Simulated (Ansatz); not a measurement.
**Strain and field gradients in LiNbO3**

Cell: an entry of the Crystallography Open Database (COD), its atoms then relaxed with PBE in this cell.

```
Li Nb O
1.0
     2.57510    1.48673    4.62177
    -2.57510    1.48673    4.62177
     0.00000   -2.97347    4.62177
Li Nb O
2 2 6
Cartesian
  0.0000 0.0000 3.8499
  0.0000 0.0000 10.7825
  0.0000 0.0000 -0.0606
  0.0000 0.0000 6.8721
  -0.6592 -1.4402 5.4352
  1.5768 0.1492 5.4352
  -0.9176 1.2909 5.4352
  -1.6575 -0.1958 7.7461
  0.6592 1.5333 7.7461
  0.9983 -1.3375 7.7461
```

Atom numbers follow the list; atoms alike are taken as one site, whose name carries the number of the first.

Level of theory: DFT, PBE, plane waves and PAW, scalar-relativistic, 420 eV cutoff, Γ-centred 7×7×7 k-points, Fermi–Dirac smearing 0.02 eV (Ansatz 0.2.0).

The cell is stretched along z (the third Cartesian axis of the run's cell), x and y held, and the ions relax again each time.

2 of the 3 sets of like atoms are followed.

```
strain along z (%)  Nb: V along z (10²¹ V/m²)  O: V along z (10²¹ V/m²)
                -3                       5.47                      0.61
                -2                       4.73                      0.67
                -1                       4.21                      0.75
                 0                       3.49                      0.81
                +1                       2.77                      0.88
                +2                          ?                         ?
                +3                       1.80                      1.02
```

(1) Estimate the row at +2 % from the others.

## Answers

(1) Nb: 2.32; O: 0.95. Worked for Nb: a straight line through the other 6 rows has a slope of -0.618 × 10²¹ V/m² per per cent of strain and gives 2.30 at +2 %, against 2.32 from the run; over all rows the step per per cent runs from -0.74 at the compressed end to -0.52 at the stretched end, so the response isn't a straight line. For ⁹³Nb that is 4.8 MHz of C_Q per per cent. Worked for O: a straight line through the other 6 rows has a slope of 0.068 × 10²¹ V/m² per per cent of strain and gives 0.95 at +2 %, against 0.95 from the run, so the response is nearly linear here.

Without spin–orbit coupling (the program notes it for Nb) the gradients are little affected as a rule: paired runs on crystals with a gap mostly move them by under 2 % at such atoms.
